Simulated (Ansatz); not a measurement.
Runs of Ansatz 0.2.0 on Na. It takes space group Im-3m (No. 229, cubic). The conventional cell has a = 4.282 Å, b = 4.282 Å, c = 4.282 Å, α = 90.00°, β = 90.00°, γ = 90.00°. Na (site symmetry m-3m) has 8 Na at 3.71 Å as nearest neighbours. 

```csv
task,level,potentials or basis,cell,cutoff (eV),points for each segment of the path,gap on the mesh (eV),pressure (GPa),relaxed volume (Å³/atom)
relaxation of cell and atoms,PBE+D4,Ansatz PAW,relaxed,420,-,none,0.0,36.65
band structure,PBE,PseudoDojo stringent (PBE files),as given,1197,14,none,-0.4,-
band structure,PBE,SPMS NC,as given,653,14,none,-0.4,-
band structure,PBE,Ansatz PAW,as given,420,14,none,-0.4,-
relaxation of cell and atoms,PBE+D3(BJ)-ATM,Ansatz PAW,relaxed,420,-,none,0.0,(a)
band structure,PBE,Ansatz PAW earlier set,as given,700,14,none,-0.4,-
band structure,PBE,JTH PAW,as given,1440,14,none,-0.4,-
band structure,PBE,PseudoDojo standard (PBE files),as given,1197,14,none,-0.4,-
```

Alike in all rows: no spin polarisation; k mesh 9 × 9 × 9; smearing fermi-dirac 0.05 eV.

Fill in the values left out.

(a) 34.26.

Caveats: the plane-wave basis is chosen anew once the cell has moved, so the energies of steps on either side of that aren't comparable (some runs); pairwise dispersion overbinds metals, which lowers pressure and volume (some runs).

A gap of «none» marks a metal or a gap under the smearing width.
